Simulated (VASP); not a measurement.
Al in VASP: convergence with ENCUT

Input of the first run (ENCUT 200 eV); the others differ in this setting and in those tied to it:

The input INCAR:

```
PREC = Accurate ; ENCUT = 200
EDIFF = 1E-6 ; ISMEAR = 1
SIGMA = 0.1 ; LREAL = False
LASPH = True ; NELM = 80
ALGO = Normal ; ISIF = 2
LWAVE = False ; LCHARG = False
GGA = PS
```

File KPOINTS:

```
regular mesh
0
Gamma
  8 8 8
```

POSCAR

```
Al
1.0
   -0.0343520000      2.0153070000      2.0467120000
    2.0025700000      0.0004140000      2.0119460000
    2.0214820000      1.9994530000     -0.0184970000
Al
1
Direct
   -0.0029370000      0.0040620000      0.0079130000
```

Potentials or basis: VASP PAW PBE potentials, release 64 (Al).

Run with:

```bash
$ cat potpaw_PBE.64/Al/POTCAR > POTCAR
$ mpirun -np 1 vasp_std > vasp.out
```

The cell isn't the ideal one: cell strained at random at fixed volume.

Hardware: 1 thread of Intel(R) Xeon(R) 6975P-C (Granite Rapids) (shared host).

The values tried are 200 eV, 250 eV, 300 eV, 350 eV, 400 eV, 450 eV, 500 eV, 600 eV, 800 eV, loosest first. From which on does the energy stay within 1 meV/atom of the tightest run that finished?

From 400 eV on.

| ENCUT | energy less the tightest run, at zero smearing (meV/atom) | SCF cycles | CPU time (s) | peak memory (GiB) |
| --- | --- | --- | --- | --- |
| 200 eV | 16.80 | 9 | 1.2 | 0.1 |
| 250 eV | 9.32 | 9 | 1.5 | 0.11 |
| 300 eV | 4.07 | 9 | 1.5 | 0.11 |
| 350 eV | 1.39 | 9 | 3.1 | 0.12 |
| 400 eV | 0.61 | 9 | 3.9 | 0.12 |
| 450 eV | 0.23 | 9 | 4.1 | 0.12 |
| 500 eV | 0.18 | 9 | 4.4 | 0.14 |
| 600 eV | 0.10 | 9 | 4.5 | 0.15 |
| 800 eV | 0.00 | 9 | 11 | 0.17 |

The tightest run that finished is the yardstick and may itself not be fully converged.
